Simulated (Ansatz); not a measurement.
Ta₂N: what symmetry allows forces and stress to be

```
CELL_PARAMETERS angstrom
3.33272 0.00000 0.00000
-1.66636 2.88622 0.00000
0.00000 0.00000 4.77551
ATOMIC_POSITIONS crystal
Ta 0.66667 0.33333 0.70756
Ta 0.33333 0.66667 0.29244
N 0.00000 0.00000 0.00000
```

Computed with DFT PBE, scalar-relativistic, plane waves, PAW (Ansatz).

Plane waves to 420 eV, a k mesh through Γ of 15×15×10 on the computed 3-atom cell and Gaussian smearing (0.10 eV); no spin polarisation.

This distorted cell has space group P-3m1, with 12 operations.

Task: Without a calculation: in which directions can each atom feel a force?

Result: A force must be left unchanged by every operation that keeps its atom in place, so it lies in the space that those operations leave fixed. Atoms that the group maps onto each other feel forces of one size.
| atom | site symmetry | operations at the site | equivalent to atom | allowed force (Cartesian) |
| --- | --- | --- | --- | --- |
| Ta1 | 3m. | 6 | 1 | along (0.00, 0.00, 1.00) |
| Ta2 | 3m. | 6 | 1 | along (0.00, 0.00, 1.00) |
| N3 | -3m. | 12 | 3 | none |

That leaves 1 independent force component of 9. A relaxation in this cell that keeps the symmetry moves the atoms in these directions alone.

Task: And the stress tensor?

Result: It must be invariant under the point group, which leaves 2 independent components: yz, xz, xy vanish; xx = yy.

Task: Do the computed values obey this?

Result: Yes. Forces (eV/Å):
```
Ta1  0.000  0.000  3.915
Ta2  0.000  0.000 -3.915
N3   0.000  0.000  0.000
```

Stress (GPa, compression positive, xx yy zz yz xz xy): -28.25 -28.25 -2.43 0.00 0.00 0.00. The program imposes the same operations on density, forces and stress, so this confirms the analysis and is no independent test of the calculation.

Spin–orbit coupling is left out, which can shift energies with elements as heavy as these. Spin polarisation was left out, and a magnetic state may lie lower.